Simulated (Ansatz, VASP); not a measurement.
Zn in VASP and in Ansatz

```
CELL_PARAMETERS angstrom
-1.56904 1.56904 1.56904
1.56904 -1.56904 1.56904
1.56904 1.56904 -1.56904
ATOMIC_POSITIONS crystal
Zn 0.00000 0.00000 0.00000
```

This isn't the form of Zn at room conditions, which is hcp.

Alike in both runs: task single point; functional r2SCAN; k mesh 22 × 22 × 22; occupations gaussian, width 0.15 eV; no spin polarisation.

|  | VASP | Ansatz |
| --- | --- | --- |
| version | VASP 6.6.1 | Ansatz 0.2.0 |
| potentials or method | VASP PAW PBE potentials, release 64 (Zn) | scalar-relativistic, plane waves, PAW |
| plane-wave cutoff (eV) | 520 | 500 |
| valence electrons in the cell | 12 | 12 |

```tsv
	VASP	Ansatz	Ansatz less VASP
gap on the k mesh at the Fermi level (eV)	none	none	-
pressure (GPa)	-4.3	-4.7	-0.42
```

A gap of «none» marks a metal or a gap that the smearing closes.

Caveats: the PAW data sets were made with another functional, which shifts forces and pressure a little (VASP).
